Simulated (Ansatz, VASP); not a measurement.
## Two plane-wave programs on KF

```
CELL_PARAMETERS angstrom
4.48472 0.00000 0.00000
-2.24236 3.88388 0.00000
0.00000 0.00000 5.27170
ATOMIC_POSITIONS crystal
K 0.33333 0.66667 0.25000
K 0.66667 0.33333 0.75000
F 0.66667 0.33333 0.25000
F 0.33333 0.66667 0.75000
```

Alike in both runs: task single point; functional LDA; k mesh 6 × 6 × 6; no spin polarisation.

|  | VASP | Ansatz |
| --- | --- | --- |
| version | VASP 6.6.1 | Ansatz 0.2.0 |
| potentials or method | VASP PAW LDA potentials, release 64 (K_sv, F) | plane waves, PAW |
| plane-wave cutoff (eV) | 520 | 420 |
| occupations | gaussian, width 0.01 eV | fixed |
| valence electrons in the cell | 32 | 32 |

|  | VASP | Ansatz | Ansatz less VASP |
| --- | --- | --- | --- |
| gap on the k mesh at the Fermi level (eV) | 5.13 | 5.15 | +0.016 |
| pressure (GPa) | -2.3 | -2.4 | -0.09 |
| largest component of the traceless stress (GPa) | 0.26 | 0.28 | +0.023 |

A k mesh can miss the band edges.
